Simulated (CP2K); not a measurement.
HgSe:

```
CELL_PARAMETERS angstrom
4.29780 0.00000 0.00000
2.14890 3.72200 0.00000
2.14890 1.24067 3.50913
ATOMIC_POSITIONS crystal
Hg 0.00000 0.00000 0.00000
Se 0.75000 0.75000 0.75000
```

Base run:

```yaml
Program: CP2K 2026.2
Functional: LDA
Potentials_or_basis: GTH_POTENTIALS Hg GTH-PBE-q12, Se GTH-PBE-q6; DZVP-MOLOPT-SR-GTH basis
Density_cutoff: 6123 eV
k_mesh: 8 × 8 × 8
Occupations: fermi-dirac, width 0.05 eV
Spin: no spin polarisation
```

Its results: band gap on the k mesh none (metal or under the smearing width); pressure 1.8 GPa.

Q: The run is repeated on the same cell with these changes: functional from LDA to PBE. What comes out?

A: Band gap on the k mesh none (metal or under the smearing width); pressure 5.5 GPa.

PBE binds less tightly than LDA, so the same cell stands under more pressure.

Caveats: spin-orbit coupling is left out, which moves the levels of the heavy elements; the basis of atomic orbitals isn't converged, which shifts pressures, moduli and gaps; the potentials were made for another functional, which shifts forces and pressure (some runs).
